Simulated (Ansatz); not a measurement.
## Al$_{2}$Ru: how the free axis answers a strain

Al$_{2}$Ru, I4/mmm, a = 3.122 Å, c = 8.445 Å. The structure is a Materials Project entry; whether it is the stable form wasn't checked. Ansatz: r2SCAN, PAW, 500 eV, Γ-centred 12×12×4 mesh on 6 atoms, Gaussian smearing 0.10 eV; no spin polarisation. Series: biaxial strain in the a-b plane, c and atoms relaxed; x is the strain in per cent. y is the change of c in per cent of 8.445 Å.

| x (%) | y (%) |
| --- | --- |
| -3.0 | 2.72 |
| -2.0 | 1.73 |
| -1.0 | 0.82 |
| 0.0 | 0.00 |
| 1.0 | -0.76 |
| 2.0 | -1.46 |
| 3.0 | ? |

Fit y = c1 x + c2 x² to the other rows, say what c1 measures, and predict the missing y.

Least squares on the rows shown. y = −0.7981 x + 0.03540 x². With no stress along c, c1 = −2C13/C33 = -0.798. At x = 3.0 the fit asked for gives -2.08 %. The run gave -2.11 %, so the fit is 0.03 % too high, a small miss on the scale of the series.